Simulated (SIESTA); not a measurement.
## TePb under changes of volume

One of the cells (33.730 Å³/atom); the others are scaled copies at fixed shape and fractional positions:

```xyz
2
Lattice="0.0000 3.2310 3.2310 3.2310 0.0000 3.2310 3.2310 3.2310 0.0000" Properties=species:S:1:pos:R:3 pbc="T T T"
Pb    0.0000    0.0000    0.0000
Te    3.2310    3.2310    3.2310
```

```yaml
Program: SIESTA 5.4.2
Functional: PBE
Potentials_or_basis: SPMS 1.0 (PBE files) or PseudoDojo by element
Basis: DZP (energy shift 0.002 Ry)
Grid_cutoff: 500 Ry
Energy_shift: 0.002 Ry
k_mesh: 7 × 7 × 7
Occupations: fermi-dirac, width 0.05 eV
Spin: no spin polarisation
```

| volume (Å³/atom) | energy over the lowest point (meV/atom) | pressure (GPa) |
| --- | --- | --- |
| 31.706 | ? | ? |
| 32.380 | 65.41 | 6.0 |
| 33.055 | 43.04 | 4.7 |
| 33.730 | 26.12 | 3.6 |
| 34.404 | 13.44 | 2.5 |
| 35.079 | 4.90 | 1.6 |
| 35.753 | 0.00 | 0.8 |

Q: What does the run at 31.706 Å³/atom give?

A: Energy over the lowest point 93.63 meV/atom; pressure 7.4 GPa.

Worked out: A Birch-Murnaghan fit of order 3 (a polynomial in V^(-2/3)) to the other rows has its minimum at 36.51 Å³/atom, just outside them, with B0 = V·E''(V) = 36 GPa and B' = 5.5. It gives 93.40 meV/atom at 31.706 Å³/atom, against the run's 93.63, and -dE/dV = 7.4 GPa, against 7.4.

Energies are extrapolated to zero smearing.

Caveats: semicore shells carry a single zeta, which can move pressures by several GPa and volumes by a few percent; the basis of atomic orbitals isn't converged, which shifts pressures, moduli and gaps.
